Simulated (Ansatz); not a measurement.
Runs of Ansatz 0.2.0 on Mg. Symmetry: P6/mmm, No. 191, hexagonal system. The conventional cell has a = 3.050 Å, b = 3.050 Å, c = 3.045 Å, α = 90.00°, β = 90.00°, γ = 120.00°. Mg (site symmetry 6/mmm) has 8 Mg at 3.04 to 3.05 Å as nearest neighbours. This isn't the form of Mg at room conditions, which is hcp.

| level | gap on the mesh (eV) | pressure (GPa) | relaxed volume (Å³/atom) |
| --- | --- | --- | --- |
| PBE+D3(BJ) | none | 0.0 | (a) |
| PBE+D3(BJ)-ATM | none | 0.0 | 24.14 |
| PBE+D4 | none | 0.0 | 24.64 |
| PBE | none | 0.0 | 25.47 |

Alike in all rows: task relaxation of cell and atoms; potentials or basis Ansatz PAW; no spin polarisation; cell relaxed; k mesh 10 × 10 × 9; cutoff (eV) 420; smearing fermi-dirac 0.05 eV.

Question: Estimate the missing entries.

Answer: (a) 23.98.

Caveats: the plane-wave basis is chosen anew once the cell has moved, so the energies of steps on either side of that aren't comparable; pairwise dispersion overbinds metals, which lowers pressure and volume (some runs).

A gap of «none» marks a metal or a gap under the smearing width.
